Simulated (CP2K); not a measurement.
# Ag (P-1) in CP2K: convergence with eps default

Aim: find how far eps default must go before the results for Ag settle, at PBEsol. This setting moves, with any that are tied to it; all else stays.

Program: CP2K 2026.2. These are calculated values, not measurements. Logs are shortened: lines on timing, memory, paths and dates and some standing lists are left out, and cuts for length are marked.

## Step 1: The cell of the first run

The typed cell holds 1 atom: a = 2.869 Å, b = 2.888 Å, c = 2.862 Å, α = 61.69°, β = 60.54°, γ = 60.04°.

The cell isn't the ideal one: cell strained at random at fixed volume.

## Step 2: With eps default 1.0E-6

File ag_converge.inp:

```
&GLOBAL
  PROJECT ag_converge
  RUN_TYPE ENERGY_FORCE
  PRINT_LEVEL LOW
&END GLOBAL
&FORCE_EVAL
  METHOD QS
  STRESS_TENSOR ANALYTICAL
  &DFT
    BASIS_SET_FILE_NAME BASIS_MOLOPT_UZH
    POTENTIAL_FILE_NAME POTENTIAL_UZH
    &MGRID
      CUTOFF 450
      REL_CUTOFF 60
      NGRIDS 5
    &END MGRID
    &QS
      METHOD GPW
      EPS_DEFAULT 1.0E-6
    &END QS
    &KPOINTS
      SCHEME MONKHORST-PACK 9 8 9
      GAMMA_CENTERED T
      SYMMETRY T
      SYMMETRY_BACKEND SPGLIB
    &END KPOINTS
    &SCF
      SCF_GUESS ATOMIC
      EPS_SCF 1.0E-6
      MAX_SCF 100
      ADDED_MOS 11
      CHOLESKY OFF
      EPS_EIGVAL 1.0E-7
      &DIAGONALIZATION ON
        ALGORITHM STANDARD
      &END DIAGONALIZATION
      &MIXING ON
        METHOD BROYDEN_MIXING
        ALPHA 0.4
        BETA 1.5
        NBUFFER 8
      &END MIXING
      &SMEAR ON
        METHOD FERMI_DIRAC
        ELECTRONIC_TEMPERATURE 116.05
      &END SMEAR
    &END SCF
    &XC
      &XC_FUNCTIONAL
        &GGA_X_PBE_SOL
        &END GGA_X_PBE_SOL
        &GGA_C_PBE_SOL
        &END GGA_C_PBE_SOL
      &END XC_FUNCTIONAL
    &END XC
    &PRINT
      &KPOINTS ON
      &END KPOINTS
      &MULLIKEN ON
      &END MULLIKEN
      &MO ON
        ENERGIES T
        OCCUPATION_NUMBERS T
        &EACH
          QS_SCF 0
        &END EACH
        ADD_LAST NUMERIC
      &END MO
    &END PRINT
  &END DFT
  &SUBSYS
    &CELL
      A 2.8690425902 0.0000000000 0.0000000000
      B 1.4420864793 2.5017661039 0.0000000000
      C 1.4076172312 0.7556944045 2.3751555002
      PERIODIC XYZ
    &END CELL
    &COORD
      SCALED
      Ag  0.0689860000 0.0152240000 -0.0562880000
    &END COORD
    &KIND Ag
      BASIS_SET DZVP-MOLOPT-PBE-GTH-q11
      POTENTIAL GTH-PBE-q11
    &END KIND
    &PRINT
      &ATOMIC_COORDINATES ON
      &END ATOMIC_COORDINATES
      &CELL ON
      &END CELL
      &SYMMETRY ON
      &END SYMMETRY
    &END PRINT
  &END SUBSYS
  &PRINT
    &FORCES ON
    &END FORCES
    &STRESS_TENSOR ON
    &END STRESS_TENSOR
  &END PRINT
&END FORCE_EVAL
```

Potentials or basis: POTENTIAL_UZH Ag GTH-PBE-q11; DZVP-MOLOPT-PBE-GTH basis.

Command:

```sh
$ OMP_NUM_THREADS=1 cp2k.psmp -i ag_converge.inp -o ag_converge.out
```

ag_converge.out:

```text

 CP2K| version string:                                       CP2K version 2026.2
 CP2K| Input file name                                           ag_converge.inp

 GLOBAL| Force Environment number                                              1
 GLOBAL| Basis set file name                                    BASIS_MOLOPT_UZH
 GLOBAL| Potential file name                                       POTENTIAL_UZH
 GLOBAL| MM Potential file name                                     MM_POTENTIAL
 GLOBAL| Coordinate file name                                      __STD_INPUT__
 GLOBAL| Method name                                                        CP2K
 GLOBAL| Project name                                                ag_converge
 GLOBAL| Run type                                                   ENERGY_FORCE
 GLOBAL| FFT library                                                       FFTW3
[... 8 lines left out ...]
 GLOBAL| CPU model name                                                  UNKNOWN

 CELL| Volume [angstrom^3]:                                            17.048091
 CELL| Vector a [angstrom]:       2.869     0.000     0.000   |a| =     2.869043
 CELL| Vector b [angstrom]:       1.442     2.502     0.000   |b| =     2.887637
 CELL| Vector c [angstrom]:       1.408     0.756     2.375   |c| =     2.862486
 CELL| Angle (b,c), alpha [degree]:                                    61.686230
 CELL| Angle (a,c), beta  [degree]:                                    60.544563
 CELL| Angle (a,b), gamma [degree]:                                    60.039674
 CELL| Numerically orthorhombic:                                              NO
 CELL| Periodicity                                                           XYZ

 CELL_REF| Volume [angstrom^3]:                                        17.048091
 CELL_REF| Vector a [angstrom     2.869     0.000     0.000   |a| =     2.869043
 CELL_REF| Vector b [angstrom     1.442     2.502     0.000   |b| =     2.887637
 CELL_REF| Vector c [angstrom     1.408     0.756     2.375   |c| =     2.862486
 CELL_REF| Angle (b,c), alpha [degree]:                                61.686230
 CELL_REF| Angle (a,c), beta  [degree]:                                60.544563
 CELL_REF| Angle (a,b), gamma [degree]:                                60.039674
 CELL_REF| Numerically orthorhombic:                                          NO
 CELL_REF| Periodicity                                                       XYZ
[... 9 lines left out ...]
 TOTAL NUMBERS AND MAXIMUM NUMBERS

  Total number of            - Atomic kinds:                                   1
                             - Atoms:                                          1
                             - Shell sets:                                     1
                             - Shells:                                         7
                             - Primitive Cartesian functions:                  5
                             - Cartesian basis functions:                     30
                             - Spherical basis functions:                     25

  Maximum angular momentum of- Orbital basis functions:                        3
                             - Local part of the GTH pseudopotential:          0
                             - Non-local part of the GTH pseudopotential:      4

[... 94 lines left out ...]
 Number of occupied orbitals:                                                  6
 Number of molecular orbitals:                                                17

 Number of orbital functions:                                                 25
 Number of independent orbital functions:                                     25

 SCF WAVEFUNCTION OPTIMIZATION

  Step     Update method      Time    Convergence         Total energy    Change
  ------------------------------------------------------------------------------
     1 NoMix/Diag. 0.40E+00    3.9     0.17407895       -37.0829172952 -3.71E+01
     2 Broy./Diag. 0.40E+00    3.8     0.06311965       -37.8558973733 -7.73E-01
     3 Broy./Diag. 0.40E+00    3.9     0.06321957       -37.3615979319  4.94E-01
     4 Broy./Diag. 0.40E+00    3.9     0.00526991       -37.0575538686  3.04E-01
     5 Broy./Diag. 0.40E+00    3.8     0.00335101       -37.0445748677  1.30E-02
     6 Broy./Diag. 0.40E+00    3.8     0.00041169       -37.0642046886 -1.96E-02
     7 Broy./Diag. 0.40E+00    3.5     0.00036544       -37.0642997718 -9.51E-05
     8 Broy./Diag. 0.40E+00    3.5     0.00006505       -37.0621038319  2.20E-03
     9 Broy./Diag. 0.40E+00    3.5     0.00002265       -37.0621047926 -9.61E-07
    10 Broy./Diag. 0.40E+00    3.5     0.00000399       -37.0622153503 -1.11E-04
    11 Broy./Diag. 0.40E+00    3.5     0.00000093       -37.0622034779  1.19E-05

  *** SCF run converged in    11 steps ***

  Electronic density on regular grids:        -10.9999846136        0.0000153864
  Core density on regular grids:               10.9999874186       -0.0000125814
  Total charge density on r-space grids:        0.0000028050
  Total charge density g-space grids:           0.0000028050

  Overlap energy of the core charge distribution:               0.00000000224711
  Self energy of the core charge distribution:                -59.61021713739781
  Core Hamiltonian energy:                                     20.12180703498693
  Hartree energy:                                               8.18531540256577
  Exchange-correlation energy:                                 -5.75910652532606
  Electronic entropic energy:                                  -0.00000225506537
  Fermi energy:                                                 0.28025216568098

  Total energy:                                               -37.06220347790094
  Total energy (extrapolated to T->0):                        -37.06220235036825

 MO| EIGENVALUES AND OCCUPATION NUMBERS FOR K POINT 1
 MO|
 MO|  Index      Eigenvalue [a.u.]        Eigenvalue [eV]             Occupation
 MO|      1               0.052370               1.425047               2.000000
 MO|      2               0.102081               2.777770               2.000000
 MO|      3               0.113567               3.090325               2.000000
 MO|      4               0.156627               4.262033               2.000000
 MO|      5               0.175600               4.778330               2.000000
 MO|      6               0.243067               6.614200               2.000000
[... 316 lines left out ...]
 MO|     16               1.860883              50.637194               0.000000
 MO|     17               1.922140              52.304089               0.000000
 MO| Sum:                                                              12.000000
 MO| E(Fermi):            0.280252 a.u.          7.626049 eV
 MO| Band gap:            0.344663 a.u.          9.378755 eV

 [... the levels of further k-points ...]

 !-----------------------------------------------------------------------------!
                     Mulliken Population Analysis

 #  Atom  Element  Kind  Atomic population                           Net charge
       1     Ag       1         11.000000                             -0.000000
 # Total charge                             11.000000                 -0.000000

 !-----------------------------------------------------------------------------!

 ENERGY| Total FORCE_EVAL ( QS ) energy [hartree]            -37.062200696310121

 FORCES| Atomic forces [hartree/bohr]
 FORCES|   Atom     x               y               z               |f|
 FORCES|      1  9.62252788E-07 -4.58832501E-07  1.91990022E-07   1.08319798E-06
 FORCES| Sum     9.62252788E-07 -4.58832501E-07  1.91990022E-07
 FORCES| Total atomic force                                       1.08319798E-06

 STRESS| Analytical stress tensor [bar]
 STRESS|                        x                   y                   z
 STRESS|      x       -5.95162039003E+03   8.88290935339E+02   8.17802095187E+03
 STRESS|      y        8.88290935339E+02  -1.52924199893E+04   3.40781437354E+03
 STRESS|      z        8.17802095187E+03   3.40781437354E+03  -3.04659840062E+04
 STRESS| 1/3 Trace                                            -1.72366747952E+04
 STRESS| Determinant                                          -1.60742554688E+12

 STRESS| Eigenvectors and eigenvalues of the analytical stress tensor [bar]
 STRESS|                        1                   2                   3
 STRESS| Eigenvalues  -3.34439476004E+04  -1.50785508501E+04  -3.18752593512E+03
 STRESS|      x          -0.276366792401     -0.195214434229      0.941016854645
 STRESS|      y          -0.164251045367      0.974340735328      0.153888679169
 STRESS|      z           0.946912345550      0.112033281435      0.301339598621
```

Run time: 48 s. Hardware: 1 thread of Arm Neoverse V1, shared host; peak memory 0.24 GiB.

Results:

| Quantity | Value |
| --- | --- |
| Free energy | -1008.5138 eV |
| Pressure | -1.7 GPa |
| Band gap on the k mesh | none (metal or under the smearing width) |

## Step 3: With eps default 1.0E-7

ag_converge.inp: that of step 2 with these lines changed.

```diff
@@ -18,3 +18,3 @@
       METHOD GPW
-      EPS_DEFAULT 1.0E-6
+      EPS_DEFAULT 1.0E-7
     &END QS
```

Potentials or basis: POTENTIAL_UZH Ag GTH-PBE-q11; DZVP-MOLOPT-PBE-GTH basis.

Command:

```sh
$ OMP_NUM_THREADS=1 cp2k.psmp -i ag_converge.inp -o ag_converge.out
```

Wall time 62 s (1 thread of Arm Neoverse V1, shared host); peak memory 0.25 GiB.

What came out:

| Quantity | Value |
| --- | --- |
| Free energy | -1008.5139 eV |
| Pressure | -1.7 GPa |
| Band gap on the k mesh | none (metal or under the smearing width) |

## Step 4: With eps default 1.0E-8

ag_converge.inp: that of step 3 with these lines changed.

```diff
@@ -18,3 +18,3 @@
       METHOD GPW
-      EPS_DEFAULT 1.0E-7
+      EPS_DEFAULT 1.0E-8
     &END QS
```

Command:

```sh
$ OMP_NUM_THREADS=1 cp2k.psmp -i ag_converge.inp -o ag_converge.out
```

Wall time 76 s (1 thread of Arm Neoverse V1, shared host); peak memory 0.26 GiB.

Results:

```
Free energy            : -1008.5139 eV
Pressure               : -1.7 GPa
Band gap on the k mesh : none (metal or under the smearing width)
```

## Step 5: With eps default 1.0E-9

ag_converge.inp: that of step 4 with these lines changed.

```diff
@@ -18,3 +18,3 @@
       METHOD GPW
-      EPS_DEFAULT 1.0E-8
+      EPS_DEFAULT 1.0E-9
     &END QS
```

Command:

```sh
$ OMP_NUM_THREADS=1 cp2k.psmp -i ag_converge.inp -o ag_converge.out
```

Wall time 93 s (1 thread of Arm Neoverse V1, shared host); peak memory 0.27 GiB.

Results:

```
Free energy            : -1008.5139 eV
Pressure               : -1.7 GPa
Band gap on the k mesh : none (metal or under the smearing width)
```

## Step 6: With eps default 1.0E-10

ag_converge.inp: that of step 5 with these lines changed.

```diff
@@ -18,3 +18,3 @@
       METHOD GPW
-      EPS_DEFAULT 1.0E-9
+      EPS_DEFAULT 1.0E-10
     &END QS
```

Potentials or basis: POTENTIAL_UZH Ag GTH-PBE-q11; DZVP-MOLOPT-PBE-GTH basis.

Command:

```sh
$ OMP_NUM_THREADS=1 cp2k.psmp -i ag_converge.inp -o ag_converge.out
```

Wall time 100 s (1 thread of Arm Neoverse V1, shared host); peak memory 0.28 GiB.

The run converged. Its results:

* Free energy: -1008.5139 eV
* Pressure: -1.7 GPa
* Band gap on the k mesh: none (metal or under the smearing width)

## Step 7: With eps default 1.0E-11

ag_converge.inp: that of step 6 with these lines changed.

```diff
@@ -18,3 +18,3 @@
       METHOD GPW
-      EPS_DEFAULT 1.0E-10
+      EPS_DEFAULT 1.0E-11
     &END QS
```

Command:

```sh
$ OMP_NUM_THREADS=1 cp2k.psmp -i ag_converge.inp -o ag_converge.out
```

Run time: 1.9 min. Hardware: 1 thread of Arm Neoverse V1, shared host; peak memory 0.29 GiB.

It converged, with:

* Free energy: -1008.5139 eV
* Pressure: -1.7 GPa
* Band gap on the k mesh: none (metal or under the smearing width)

## Step 8: With eps default 1.0E-12

ag_converge.inp: that of step 7 with these lines changed.

```diff
@@ -18,3 +18,3 @@
       METHOD GPW
-      EPS_DEFAULT 1.0E-11
+      EPS_DEFAULT 1.0E-12
     &END QS
```

Command:

```sh
$ OMP_NUM_THREADS=1 cp2k.psmp -i ag_converge.inp -o ag_converge.out
```

It took 2.3 min on 1 thread of Arm Neoverse V1, shared host; peak memory 0.3 GiB.

The run converged. Its results:

```
Free energy            : -1008.5139 eV
Pressure               : -1.7 GPa
Band gap on the k mesh : none (metal or under the smearing width)
```

## Step 9: Summary

| eps default | energy less the tightest run, at zero smearing (meV/atom) | SCF cycles | CPU time (s) | peak memory (GiB) |
| --- | --- | --- | --- | --- |
| 1.0E-6 | 0.17 | 11 | 48 | 0.24 |
| 1.0E-7 | 0.01 | 11 | 62 | 0.25 |
| 1.0E-8 | 0.00 | 11 | 76 | 0.26 |
| 1.0E-9 | 0.00 | 11 | 93 | 0.27 |
| 1.0E-10 | 0.00 | 11 | 100 | 0.28 |
| 1.0E-11 | 0.00 | 11 | 110 | 0.29 |
| 1.0E-12 | 0.00 | 11 | 140 | 0.3 |

Against the tightest run, the energy stays within 1 meV/atom from 1.0E-6 on. The tightest run that finished is the yardstick and may itself not be fully converged.

Caveats: the potentials were made for another functional, which shifts forces and pressure; the basis of atomic orbitals isn't converged, which shifts pressures, moduli and gaps.
